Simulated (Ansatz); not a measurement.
Here is an Ansatz 0.2.0 calculation.

Contents of run.py:

```python
import json

import ase.io
import numpy as np
from ase.calculators.calculator import CalculationFailed, Calculator
from ase.stress import full_3x3_to_voigt_6_stress
from ase.units import GPa
from ase.eos import EquationOfState

import ansatz as az

class AnsatzCalculator(Calculator):
    implemented_properties = ["energy", "free_energy", "forces", "stress", "magmom"]

    def calculate(self, atoms, properties, system_changes):
        super().calculate(atoms, properties, system_changes)
        structure = atoms.copy()
        structure.set_constraint()
        structure.set_momenta(None)
        structure.set_masses(None)
        outcome = (
            az.Crystal.from_ase(structure)
            .calculation()
            .basis(xc_grid=2)
            .kpoints(9, 9, 5)
            .functional("lda")
            .pseudopotentials(kind="paw", level="accurate")
            .hubbard(projectors="atomic")
            .hubbard("Ta", "d", u_eff=7.0)
            .scf(tolerance=2e-10)
            .occupations(method="fermi_dirac", width=0.01)
            .forces()
            .stress()
            .run(threads=2)
        )
        if not outcome.report["converged"]:
            raise CalculationFailed("SCF not converged")
        report = outcome.report
        self.results = {
            "free_energy": report["lagrangian_ev"],
            "energy": report["lagrangian_ev"],
            "forces": np.array(report["forces_ev_ang"]),
            "stress": -GPa * full_3x3_to_voigt_6_stress(report["stress_gpa"]),
            "magmom": report["magnetization_mub"],
        }

np.set_printoptions(precision=5, suppress=True, linewidth=110)
atoms = ase.io.read("TaS2.cif")
atoms.info.pop("occupancy", None)
atoms.calc = AnsatzCalculator()
cell = atoms.cell.copy()
volumes, energies = [], []
for x in (0.94, 0.96, 0.98, 1.0, 1.02, 1.04, 1.06):
    atoms.set_cell(cell * x ** (1 / 3), scale_atoms=True)
    volumes.append(atoms.get_volume() / len(atoms))
    energies.append(atoms.get_potential_energy() / len(atoms))
    print(f"x {x:.2f}  V = {volumes[-1]:.4f} A^3/atom  E = {energies[-1]:.6f} eV/atom  P = {-atoms.get_stress()[:3].mean() / GPa:.3f} GPa")
v0, e0, b0 = EquationOfState(volumes, energies, eos="birchmurnaghan").fit()
print(f"V0 = {v0:.4f} A^3/atom, E0 = {e0:.6f} eV/atom, B0 = {b0 / GPa:.2f} GPa")
```

TaS2.cif

```cif
data_TaS2
_cell_length_a 3.35000000
_cell_length_b 3.35000000
_cell_length_c 5.86000000
_cell_angle_alpha 90.00000000
_cell_angle_beta 90.00000000
_cell_angle_gamma 120.00000000
_space_group_name_H-M_alt 'P-3m1'
_space_group_name_Hall '-P 3 2"'
_space_group_IT_number 164
loop_
_space_group_symop_operation_xyz
'x,y,z'
'-x,-y,-z'
'-y,x-y,z'
'y,-x+y,-z'
'-x+y,-x,z'
'x-y,x,-z'
'y,x,-z'
'-y,-x,z'
'x-y,-y,-z'
'-x+y,y,z'
'-x,-x+y,-z'
'x,x-y,z'
loop_
_atom_site_label
_atom_site_type_symbol
_atom_site_symmetry_multiplicity
_atom_site_Wyckoff_symbol
_atom_site_fract_x
_atom_site_fract_y
_atom_site_fract_z
_atom_site_occupancy
Ta1 Ta 1 a 0.0000000000 0.0000000000 0.0000000000 1
S1 S 2 d 0.6666666667 0.3333333333 0.7500000000 1
```

Potentials or basis: Ansatz PAW accurate.

The run is started by

```sh
$ python run.py
```

**Question.** Estimate the pressure derivative of the bulk modulus.

**Answer.** 4.3.

**Question.** What does it give for the equilibrium volume?

**Answer.** 18.29 Å³/atom.

**Question.** Predict the bulk modulus at fixed shape and positions.

**Answer.** 135 GPa.

Energy against volume, from the lowest point:
```csv
volume (Å³/atom),energy (meV/atom)
17.845,4.66
18.225,0.00
18.605,2.07
18.984,10.19
19.364,23.74
19.744,42.14
20.123,64.87
```

Caveat: the cell was scaled at fixed shape and fractional positions, which overstates the stiffness of a crystal with free parameters, most of all of layers and chains. Spin-orbit coupling is left out, which matters for the levels of Ta.
